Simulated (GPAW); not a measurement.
Crystal: TePb.

```
Pb Te
1.0
     4.00229    0.00000    0.00000
     0.00000    4.00229    0.00000
     0.00000    0.00000    4.00229
Pb Te
1 1
Direct
  0.00000 0.00000 0.00000
  0.50000 0.50000 0.50000
```

Measurements of this composition are mostly on another form, of space group No. 225.

Base run:

| Property | Result |
| --- | --- |
| Program | GPAW 26.7.0 |
| Functional | revPBE |
| Potentials or basis | the program's PAW data sets (release 1.2.1) made for this functional |
| Cutoff | 600 eV |
| Basis | pw |
| k mesh | 7 × 7 × 7 |
| Occupations | fermi-dirac, width 0.05 eV |
| Spin | no spin polarisation |

Its results: pressure 0.9 GPa.

Problem. After a change of settings the same cell gave: pressure -2.9 GPa. Which change was it?
A. functional from revPBE to LDA
B. functional from revPBE to RPBE; band points from 60 to 100
C. functional from revPBE to PBEsol; potentials or basis from the program's PAW data sets (release 1.2.1) made for this functional to PAW data sets generated in the run's folder for this functional

Solution. C.
